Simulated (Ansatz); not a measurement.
# Ti: energy less free atoms and pressure as volume scale varies

Periodic Kohn-Sham DFT of a crystal at fixed atoms, scaled to volume_scale times the given cell; pressure positive in compression, energy less spherical unpolarised free atoms, largest_vzz the field gradient of largest size among the nuclei. The results are calculated, by Ansatz 0.2.0.

The cell before it is scaled or strained (space group P6_3/mmc, No. 194):
```
CELL_PARAMETERS angstrom
2.95000 0.00000 0.00000
-1.47500 2.55480 0.00000
0.00000 0.00000 4.68600
ATOMIC_POSITIONS crystal
Ti 0.33333 0.66667 0.25000
Ti 0.66667 0.33333 0.75000
```

Settings of every row: method all-electron LAPW; functional PBEsol; relativity scalar; k mesh 14x14x8; filling fermi-dirac; smearing width 0.05 eV; basis error target 0.25 meV/atom; nucleus gaussian.

Atom start moment: 0 on all atoms.

| row | volume scale | V (Å³/atom) | energy less free atoms (eV/atom) | pressure (GPa) |
| --- | --- | --- | --- | --- |
| 1 | 0.94 | 16.599 | -7.2213 | 0.938 |
| 2 | 0.96 | 16.952 | -7.2205 | -1.557 |
| 3 | 0.98 | 17.305 | -7.2146 | -3.823 |
| 4 | 0.99 | 17.482 | -7.2098 | -4.878 |
| 5 | 1 | 17.658 | -7.2038 | -5.883 |
| 6 | 1.01 | 17.835 | -7.1968 | -6.84 |
| 7 | 1.02 | 18.012 | -7.1888 | -7.752 |
| 8 | 1.04 | 18.365 | ? | ? |
| 9 | 1.06 | 18.718 | -7.1472 | -10.983 |

Question: what energy less free atoms and pressure should row 8 give?

Worked fit of energy less free atoms. Take u = (V_r/V)^(2/3) − 1 with V_r = 17.57 Å³ an atom, which is twice the finite (Eulerian) strain; such expansions in the strain, on which the Birch-Murnaghan equation of state is built, carry the rest volume and the bulk modulus. The shown rows have u = 0.03863, 0.02416, 0.01018, 0.00335, -0.00333, -0.00993, -0.01643, -0.04132. Least squares give energy less free atoms = −7.20695 − 0.8895 × u + 13.45 × u² eV/atom; a straight line predicts inner rows, each left out in turn, worse (root mean square 0.0065 against 7.4e-05 eV/atom). The rows lie off it by -0.0001, 0.0001, 0.0000, 0.0000, 0.0000, 0.0000, -0.0001, 0.0000. Its lowest point lies at u = 0.0331, or V = 16.73 Å³ an atom, and the curvature there gives the bulk modulus at fixed shape and fractions, B = (4/9)(1 + u)² E″(u)/V = 122 GPa. Letting shape and atoms relax would as a rule lower it, by much in layered, chain or molecular crystals. The withheld row has u = -0.02907, so the fit gives −7.20695 − 0.8895 × (-0.02907) + 13.45 × (-0.02907)² = -7.1697 eV/atom.

The calculation gave -7.1698 eV/atom. The fit lies 0.0001 eV/atom (0.13 % of the column's range) above it, one unit of the last digit.

Worked fit of pressure. Take u = (V_r/V)^(2/3) − 1 with V_r = 17.57 Å³ an atom, which is twice the finite (Eulerian) strain; such expansions in the strain, on which the Birch-Murnaghan equation of state is built, carry the rest volume and the bulk modulus. The shown rows have u = 0.03863, 0.02416, 0.01018, 0.00335, -0.00333, -0.00993, -0.01643, -0.04132. Least squares give pressure = −5.3855 + 150.021 × u + 352.92 × u² GPa; a straight line predicts inner rows, each left out in turn, worse (root mean square 0.17 against 0.0023 GPa). The rows lie off it by 0.002, -0.002, -0.001, 0.001, -0.002, 0.000, 0.003, -0.001. The pressure vanishes at u = 0.0333, or V = 16.73 Å³ an atom, and there the bulk modulus at fixed shape and fractions is B = −V dP/dV = (2/3)(1 + u) dP/du = 120 GPa. Letting shape and atoms relax would as a rule lower it, by much in layered, chain or molecular crystals. The withheld row has u = -0.02907, so the fit gives −5.3855 + 150.021 × (-0.02907) + 352.92 × (-0.02907)² = -9.448 GPa.

The calculation gave -9.447 GPa. The fit lies 0.001 GPa (0.0084 % of the column's range) below it, one unit of the last digit.
